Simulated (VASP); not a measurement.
The system is GaN.

```
Ga N
1.0
     0.00000    2.24724    2.24724
     2.24724    0.00000    2.24724
     2.24724    2.24724    0.00000
Ga N
1 1
Direct
  0.00000 0.00000 0.00000
  0.25000 0.25000 0.25000
```

The cell is a database's computed one.

Base run:

```yaml
Program: VASP 6.6.1
Functional: PBEsol
Potentials_or_basis: VASP PAW PBE potentials, release 64 (Ga_d, N)
Cutoff: 700 eV
k_mesh: 10 × 10 × 10
Occupations: gaussian, width 0.02 eV
Spin: no spin polarisation
```

Its results: band gap on the k mesh 1.74 eV, direct; pressure 0.1 GPa.

Task: After a change of settings the same cell gave: band gap on the k mesh 2.17 eV, direct; pressure 1.6 GPa. Which change was it?
A. functional from PBEsol to r2SCAN; cutoff from 700 eV to 520 eV
B. potentials or basis from VASP PAW PBE potentials, release 64 (Ga_d, N) to VASP PAW PBE potentials, release 64 (Ga_h, N_h); cutoff from 700 eV to 900 eV
C. cutoff from 700 eV to 520 eV; occupations from gaussian, width 0.02 eV to gaussian, width 0.5 eV
D. cutoff from 700 eV to 520 eV; k mesh from 10 × 10 × 10 to 16 × 16 × 16

Result: A.

r2SCAN gives the wider gap, since meta-GGAs in the generalised Kohn-Sham scheme recover part of the derivative discontinuity.

Caveats: the PAW data sets were made with another functional, which shifts forces and pressure a little.

Not every run made on this cell is shown here.
